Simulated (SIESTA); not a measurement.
Crystal: TiO2.

```
CELL_PARAMETERS angstrom
4.59984 0.00000 0.00000
0.00000 4.59984 0.00000
0.00000 0.00000 2.95921
ATOMIC_POSITIONS crystal
Ti 0.00000 0.00000 0.50000
Ti 0.50000 0.50000 0.00000
O 0.30432 0.30432 0.50000
O 0.19568 0.80432 0.00000
O 0.80432 0.19568 0.00000
O 0.69568 0.69568 0.50000
```

The cell is a database's computed one.

Base run:

```yaml
Program: SIESTA 5.4.2
Functional: B86bPBE
Potentials_or_basis: PseudoDojo 0.4 standard (PBE files)
Basis: DZP (energy shift 0.002 Ry)
Grid_cutoff: 800 Ry
Energy_shift: 0.002 Ry
k_mesh: 6 × 6 × 9
Occupations: fermi-dirac, width 0.05 eV
Spin: no spin polarisation
```

Its results: band gap on the k mesh 1.69 eV, direct; pressure 7.6 GPa; largest force 0.049 eV/Å.

Task: After a change of settings the same cell gave: band gap on the k mesh 1.69 eV, direct; pressure 9.0 GPa; largest force 0.065 eV/Å. Which change was it?
A. functional from B86bPBE to PBE; basis from DZP (energy shift 0.002 Ry) to SZ (energy shift 0.002 Ry)
B. functional from B86bPBE to APBE
C. functional from B86bPBE to RPBE
D. functional from B86bPBE to PW86PBE

Result: B.

Caveats: semicore shells carry a single zeta, which can move pressures by several GPa and volumes by a few percent; the potentials were made for another functional, which shifts forces and pressure; the basis of atomic orbitals isn't converged, which shifts pressures, moduli and gaps.

Not every run made on this cell is shown here.
